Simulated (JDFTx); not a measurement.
# Os (P6_3/mmc) in JDFTx: convergence with k mesh

Aim: find how far k mesh must go before the results for Os settle, at PBEsol. This setting moves, with any that are tied to it; all else stays.

All numbers are computed with JDFTx 1.7.0 (patched build); they aren't measurements. Logs are shortened: lines on timing, memory, paths and dates and some standing lists are left out, and cuts for length are marked. The log counts tension as positive stress, the text compression.

## 1. The crystal as given

The structure is hexagonal, space group P6_3/mmc (No. 194). The conventional cell has a = 2.734 Å, b = 2.734 Å, c = 4.320 Å, α = 90.00°, β = 90.00°, γ = 120.00°. Os (site symmetry -6m2) is surrounded by 12 Os at 2.68 to 2.73 Å.

## 2. With k mesh 2 × 2 × 1

Input file Os.in:

```
lattice \
    5.1667001973    -2.5833500987     0.0000000000 \
    0.0000000000     4.4744936247     0.0000000000 \
    0.0000000000     0.0000000000     8.1630499405
coords-type Lattice
ion Os     0.6666666667     0.3333333333     0.7500000000 1
ion Os     0.3333333333     0.6666666667     0.2500000000 1

ion-species pseudo/Os.upf
elec-cutoff 37 296
elec-ex-corr gga-PBEsol
kpoint-folding 2 2 1
elec-smearing Gauss 0.0018374661
elec-n-bands 23
electronic-SCF nIterations 100 energyDiffThreshold 1e-09
electronic-minimize nIterations 30 energyDiffThreshold 1e-7
converge-empty-states yes
forces-output-coords Cartesian

dump-name run.$VAR
dump End Ecomponents EigStats BandEigs Kpoints Forces Stress
```

Potentials or basis: PseudoDojo-SR-PBEsol-0.4-stringent.

The run is started by

```console
> jdftx -c 1 -i Os.in -o Os.out
```

Log:

```text
*************** JDFTx 1.7.0 (patched build) ***************

Input parsed successfully to the following command list (including defaults):
[... the input with its defaults ...]

---------- Setting up symmetries ----------

Found 24 point-group symmetries of the bravais lattice
Found 24 space-group symmetries with basis
Applied RMS atom displacement 2.983e-10 bohrs to make symmetries exact.

---------- Initializing the Grid ----------
R =
[       5.1667     -2.58335            0  ]
[            0      4.47449            0  ]
[            0            0      8.16305  ]
unit cell volume = 188.716
G =
[    1.21609   0.702111         -0  ]
[          0    1.40422          0  ]
[          0         -0   0.769711  ]
Minimum fftbox size, Smin = [  44  44  64  ]
Chosen fftbox size, S = [  48  48  64  ]

---------- Initializing tighter grid for wavefunction operations ----------
R =
[       5.1667     -2.58335            0  ]
[            0      4.47449            0  ]
[            0            0      8.16305  ]
unit cell volume = 188.716
G =
[    1.21609   0.702111         -0  ]
[          0    1.40422          0  ]
[          0         -0   0.769711  ]
Minimum fftbox size, Smin = [  32  32  48  ]
Chosen fftbox size, S = [  32  32  48  ]

---------- Exchange Correlation functional ----------
Initalized PBEsol GGA exchange.
Initalized PBEsol GGA correlation.

---------- Setting up pseudopotentials ----------
Width of ionic core gaussian charges (only for fluid interactions / plotting) set to 0

Reading pseudopotential file 'pseudo/Os.upf':
  'Os' pseudopotential, 'PBESOL' functional
  Generated using ONCVPSP code by D. R. Hamann
  16 valence electrons, 4 orbitals, 8 projectors, 1001 radial grid points, with lMax = 3
    5S    l: 0   occupation:  2.0   eigenvalue: -3.366194
    5P    l: 1   occupation:  6.0   eigenvalue: -1.869133
    5D    l: 2   occupation:  6.0   eigenvalue: -0.231002
    6S    l: 0   occupation:  2.0   eigenvalue: -0.227396
  Core radius for overlap checks: 2.19 bohrs.

Initialized 1 species with 2 total atoms.

Folded 1 k-points by 2x2x1 to 4 k-points.

---------- Setting up k-points, bands, fillings ----------
Reduced to 2 k-points under symmetry.
Computing the number of bands and number of electrons
Calculating initial fillings.
nElectrons:  32.000000   nBands: 23   nStates: 2

----- Setting up reduced wavefunction bases (one per k-point) -----
average nbasis = 2032.250 , ideal nbasis = 2028.646

---------- Setting up ewald sum ----------
Optimum gaussian width for ewald sums = 2.038645 bohr.
Real space sum over 1521 unit cells with max indices [  6  6  4  ]
Reciprocal space sum over 2057 terms with max indices [  5  5  8  ]

---------- Allocating electronic variables ----------
Initializing wave functions:  linear combination of atomic orbitals
Note: number of bands (23) exceeds available atomic orbitals (20)
Os pseudo-atom occupations:   s ( 2 0 )  p ( 6 )  d ( 8 )
	FillingsUpdate:  mu: +1.015100798  nElectrons: 32.000000
LCAOMinimize: Iter:   0  F: -185.2396259041120459  |grad|_K:  9.308e-03  alpha:  1.000e+00
	FillingsUpdate:  mu: +1.054691719  nElectrons: 32.000000
LCAOMinimize: Iter:   1  F: -185.2846106713619747  |grad|_K:  2.127e-03  alpha:  9.579e-01  linmin:  3.217e-01  cgtest: -8.881e-01
LCAOMinimize: 	Bad step direction: g.d > 0.
[... 12 lines of inner loops ...]
	FillingsUpdate:  mu: +1.048878023  nElectrons: 32.000000
LCAOMinimize: Iter:   6  F: -185.2864560937345573  |grad|_K:  2.552e-08  alpha:  8.998e-01  linmin: -1.974e-01  cgtest:  5.999e-01
LCAOMinimize: Encountered beta<0, resetting CG.
LCAOMinimize: Converged (|Delta F|<1.000000e-06 for 2 iters).

-------- Electronic minimization -----------
Will mix electronic density at each iteration.
	FillingsUpdate:  mu: +1.048878023  nElectrons: 32.000000
	FillingsUpdate:  mu: +1.047870180  nElectrons: 32.000000
SCF: Cycle:  0   F: -185.405385906988130   dF: -1.189e-01   |Residual|: 1.252e-01   |deigs|: 8.485e-02
	FillingsUpdate:  mu: +1.031932236  nElectrons: 32.000000
SCF: Cycle:  1   F: -185.416148492199255   dF: -1.076e-02   |Residual|: 4.111e-02   |deigs|: 1.960e-02
	FillingsUpdate:  mu: +1.024527080  nElectrons: 32.000000
SCF: Cycle:  2   F: -185.417261388013770   dF: -1.113e-03   |Residual|: 9.622e-03   |deigs|: 8.128e-03
	FillingsUpdate:  mu: +1.024679517  nElectrons: 32.000000
SCF: Cycle:  3   F: -185.417265861994736   dF: -4.474e-06   |Residual|: 4.528e-03   |deigs|: 3.080e-04
	FillingsUpdate:  mu: +1.024744757  nElectrons: 32.000000
SCF: Cycle:  4   F: -185.417266430799373   dF: -5.688e-07   |Residual|: 7.014e-04   |deigs|: 2.356e-04
	FillingsUpdate:  mu: +1.024647005  nElectrons: 32.000000
SCF: Cycle:  5   F: -185.417266802670525   dF: -3.719e-07   |Residual|: 2.250e-04   |deigs|: 1.448e-04
	FillingsUpdate:  mu: +1.024632131  nElectrons: 32.000000
SCF: Cycle:  6   F: -185.417266824651421   dF: -2.198e-08   |Residual|: 7.343e-05   |deigs|: 1.201e-04
	FillingsUpdate:  mu: +1.024636123  nElectrons: 32.000000
SCF: Cycle:  7   F: -185.417266828035878   dF: -3.384e-09   |Residual|: 1.786e-05   |deigs|: 1.738e-04
	FillingsUpdate:  mu: +1.024638850  nElectrons: 32.000000
SCF: Cycle:  8   F: -185.417266828538061   dF: -5.022e-10   |Residual|: 5.336e-06   |deigs|: 2.214e-03
	FillingsUpdate:  mu: +1.024639405  nElectrons: 32.000000
SCF: Cycle:  9   F: -185.417266828644784   dF: -1.067e-10   |Residual|: 2.226e-06   |deigs|: 5.642e-04
SCF: Converged (|Delta E|<1.000000e-09 for 2 iters).

Setting wave functions to eigenvectors of Hamiltonian
Converging empty states (this may take a while): |deigs|: 1.472e-04

# Stress tensor in Cartesian coordinates [Eh/a0^3]:
[  0.000530539            0            0  ]
[            0  0.000530539            0  ]
[            0            0  -0.00160501  ]

# Ionic positions in lattice coordinates:
ion Os   0.666666666666667   0.333333333333333   0.750000000000000 1
ion Os   0.333333333333333   0.666666666666667   0.250000000000000 1

# Forces in Cartesian coordinates:
force Os  -0.000000000000000  -0.000000000000000   0.000000000000000 1
force Os   0.000000000000000   0.000000000000000   0.000000000000000 1

# Energy components:
   Eewald =     -162.3798303671208600
       EH =       22.6024275303419877
     Eloc =      -88.4525910119962617
      Enl =       11.0765783838645469
      Exc =      -41.0912709905571134
 Exc_core =       16.8765311115520404
       KE =       55.9526784521374054
-------------------------------------
     Etot =     -185.4154768917782405
       TS =        0.0017899368665336
-------------------------------------
        F =     -185.4172668286447845

IonicMinimize: Iter:   0  F: -185.417266828644784  |grad|_K:        nan
IonicMinimize: None of the convergence criteria satisfied after 0 iterations.

#--- Lowdin population analysis ---
# oxidation-state Os +0.424 +0.424

Dumping 'run.eigStats' ...
	eMin: -2.226902 at state 0 ( [ +0.000000 +0.000000 +0.000000 ] spin 0 )
	HOMO: +0.965487 at state 0 ( [ +0.000000 +0.000000 +0.000000 ] spin 0 )
	mu  : +1.024639
	LUMO: +1.026473 at state 1 ( [ +0.000000 +0.500000 +0.000000 ] spin 0 )
	eMax: +1.538519 at state 0 ( [ +0.000000 +0.000000 +0.000000 ] spin 0 )
	HOMO-LUMO gap: +0.060986
	Optical gap  : +0.061961 at state 0 ( [ +0.000000 +0.000000 +0.000000 ] spin 0 )
Done!
[note: the HOMO, LUMO and gaps printed at the end count levels as full or empty at half filling, so they show a gap where a level is partly filled]
```

Run time: 5.9 s. Hardware: 1 thread of Arm Neoverse V1, shared host; peak memory 0.08 GiB.

Results:

* Free energy: -5045.4609 eV
* Pressure: 5.3 GPa
* Band gap on the k mesh: none (metal or under the smearing width)

## 3. With k mesh 3 × 3 × 2

Edit Os.in of step 2 so:

```diff
@@ -11,3 +11,3 @@
 elec-ex-corr gga-PBEsol
-kpoint-folding 2 2 1
+kpoint-folding 3 3 2
 elec-smearing Gauss 0.0018374661
```

Potentials or basis: PseudoDojo-SR-PBEsol-0.4-stringent.

The run is started by

```console
> jdftx -c 1 -i Os.in -o Os.out
```

Run time: 13 s. Hardware: 1 thread of Arm Neoverse V1, shared host; peak memory 0.08 GiB.

What came out:

- Free energy: -5045.4310 eV
- Pressure: 6.6 GPa
- Band gap on the k mesh: none (metal or under the smearing width)

## 4. With k mesh 4 × 4 × 2

Edit Os.in of step 3 so:

```diff
@@ -11,3 +11,3 @@
 elec-ex-corr gga-PBEsol
-kpoint-folding 3 3 2
+kpoint-folding 4 4 2
 elec-smearing Gauss 0.0018374661
```

The run is started by

```console
> jdftx -c 1 -i Os.in -o Os.out
```

Run time: 16 s. Hardware: 1 thread of Arm Neoverse V1, shared host; peak memory 0.09 GiB.

What came out:

| Item | Value |
| --- | --- |
| Free energy | -5046.6767 eV |
| Pressure | -6.6 GPa |
| Band gap on the k mesh | none (metal or under the smearing width) |

## 5. With k mesh 6 × 6 × 3

Edit Os.in of step 4 so:

```diff
@@ -11,3 +11,3 @@
 elec-ex-corr gga-PBEsol
-kpoint-folding 4 4 2
+kpoint-folding 6 6 3
 elec-smearing Gauss 0.0018374661
```

The run is started by

```console
> jdftx -c 1 -i Os.in -o Os.out
```

Run time: 26 s. Hardware: 1 thread of Arm Neoverse V1, shared host; peak memory 0.09 GiB.

What came out:

- Free energy: -5046.2914 eV
- Pressure: -2.4 GPa
- Band gap on the k mesh: none (metal or under the smearing width)

## 6. With k mesh 7 × 7 × 4

Edit Os.in of step 5 so:

```diff
@@ -11,3 +11,3 @@
 elec-ex-corr gga-PBEsol
-kpoint-folding 6 6 3
+kpoint-folding 7 7 4
 elec-smearing Gauss 0.0018374661
```

Potentials or basis: PseudoDojo-SR-PBEsol-0.4-stringent.

The run is started by

```console
> jdftx -c 1 -i Os.in -o Os.out
```

Wall time 41 s (1 thread of Arm Neoverse V1, shared host); peak memory 0.12 GiB.

The run converged. Its results:

```yaml
Free_energy: -5046.3571 eV
Pressure: -2.5 GPa
Band_gap_on_the_k_mesh: none (metal or under the smearing width)
```

## 7. With k mesh 9 × 9 × 5

Edit Os.in of step 6 so:

```diff
@@ -11,3 +11,3 @@
 elec-ex-corr gga-PBEsol
-kpoint-folding 7 7 4
+kpoint-folding 9 9 5
 elec-smearing Gauss 0.0018374661
```

The run is started by

```console
> jdftx -c 1 -i Os.in -o Os.out
```

Wall time 62 s (1 thread of Arm Neoverse V1, shared host); peak memory 0.15 GiB.

The run converged. Its results:

| Quantity | Value |
| --- | --- |
| Free energy | -5046.4527 eV |
| Pressure | -3.5 GPa |
| Band gap on the k mesh | none (metal or under the smearing width) |

## 8. With k mesh 11 × 11 × 6

Edit Os.in of step 7 so:

```diff
@@ -11,3 +11,3 @@
 elec-ex-corr gga-PBEsol
-kpoint-folding 9 9 5
+kpoint-folding 11 11 6
 elec-smearing Gauss 0.0018374661
```

The run is started by

```console
> jdftx -c 1 -i Os.in -o Os.out
```

Run time: 92 s. Hardware: 1 thread of Arm Neoverse V1, shared host; peak memory 0.22 GiB.

Results (log left out):

```
Free energy            : -5046.4132 eV
Pressure               : -3.2 GPa
Band gap on the k mesh : none (metal or under the smearing width)
```

## 9. With k mesh 13 × 13 × 7

Edit Os.in of step 8 so:

```diff
@@ -11,3 +11,3 @@
 elec-ex-corr gga-PBEsol
-kpoint-folding 11 11 6
+kpoint-folding 13 13 7
 elec-smearing Gauss 0.0018374661
```

Potentials or basis: PseudoDojo-SR-PBEsol-0.4-stringent.

The run is started by

```console
> jdftx -c 1 -i Os.in -o Os.out
```

Wall time 2.2 min (1 thread of Arm Neoverse V1, shared host); peak memory 0.28 GiB.

It converged, with:

- Free energy: -5046.4296 eV
- Pressure: -3.4 GPa
- Band gap on the k mesh: none (metal or under the smearing width)

## 10. The series at a glance

```
     k mesh  energy less the tightest run, at zero smearing (meV/atom)  pressure (GPa)  SCF cycles  CPU time (s)  peak memory (GiB)
  2 × 2 × 1                                                     495.29            5.33          10           5.9               0.08
  3 × 3 × 2                                                     500.66            6.57          12            13               0.08
  4 × 4 × 2                                                    -120.03           -6.64          11            16               0.09
  6 × 6 × 3                                                      69.61           -2.40          11            26               0.09
  7 × 7 × 4                                                      38.21           -2.49          11            41               0.12
  9 × 9 × 5                                                     -11.17           -3.53          11            62               0.15
11 × 11 × 6                                                       8.75           -3.16           9            92               0.22
13 × 13 × 7                                                       0.00           -3.40          10           130               0.28
```

Not settled before the last step: the energy (to 1 meV/atom), the pressure (to 0.1 GPa). Meshes of other sizes hit other points, so gaps and Fermi surfaces needn't settle smoothly. The tightest run that finished is the yardstick and may itself not be fully converged.
